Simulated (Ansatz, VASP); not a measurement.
One calculation of LiH, two programs

The input POSCAR:

```
LiH
1.0
    0.0000000000      2.0962132280      2.1451220099
    2.0962132280      0.0000000000      2.1451220099
    2.0962132280      2.0962132280      0.0000000000
Li H
1 1
Direct
    0.0000000000      0.0000000000      0.0000000000
    0.2500000000      0.2500000000      0.2500000000
```

INCAR.step1

```
PREC = Accurate ; ENCUT = 520
ISMEAR = 0 ; SIGMA = 0.01
LREAL = False ; LASPH = True
NELM = 100 ; NBANDS = 9
GGA = PE ; ALGO = Normal
EDIFF = 1E-4 ; LWAVE = True
LCHARG = False
```

The input INCAR.step2:

```
PREC = Accurate ; ENCUT = 520
EDIFF = 1E-6 ; ISMEAR = 0
SIGMA = 0.01 ; LREAL = False
LASPH = True ; NELM = 100
ALGO = Normal ; ISIF = 2
LWAVE = False ; LCHARG = False
METAGGA = R2SCAN ; LMIXTAU = True
NBANDS = 9 ; ISTART = 1
```

KPOINTS

```
Automatic mesh
0
Gamma
  10 10 10
```

Input for Ansatz:

```yaml
crystal:
  lattice:
    - [0.0, 2.096213228, 2.1451220099]
    - [2.096213228, 0.0, 2.1451220099]
    - [2.096213228, 2.096213228, 0.0]
  atoms:
    - { symbol: Li, position: [0.0, 0.0, 0.0] }
    - { symbol: H, position: [0.25, 0.25, 0.25] }
kpoints:
  mp_grid: { grid: [10, 10, 10] }
  band_path:
    path:
      - [0.0, 0.0, 0.0]
      - [-0.5, -0.5, 0.0]
      - [-0.375, -0.375, 0.25]
      - [-0.375, 0.0, 0.375]
      - [0.0, 0.0, 0.5]
      - [-0.5, -0.25, 0.25]
      - [-0.15, -0.075, 0.425]
    npoints: 1
hamiltonian:
  xc: r2scan
scf:
  occupations: { method: fixed }
  n_extra_bands: 4
output:
  forces: true
  stress: true
  eigenvalues: true
```

Change from the starting cell: biaxial_xy strain -2.3%.

Alike in both runs: task single point; functional r2SCAN; k mesh 10 × 10 × 10; no spin polarisation.

|  | VASP | Ansatz |
| --- | --- | --- |
| version | VASP 6.6.1 | Ansatz 0.2.0 |
| potentials or method | VASP PAW PBE potentials, release 64 (Li_sv, H) | plane waves, PAW |
| plane-wave cutoff (eV) | 520 | 500 |
| occupations | gaussian, width 0.01 eV | fixed |
| valence electrons in the cell | 4 | 4 |

```csv
,VASP,Ansatz,Ansatz less VASP
gap on the k mesh at the Fermi level (eV),4.84,4.78,-0.065
```

 A k mesh can miss the band edges.
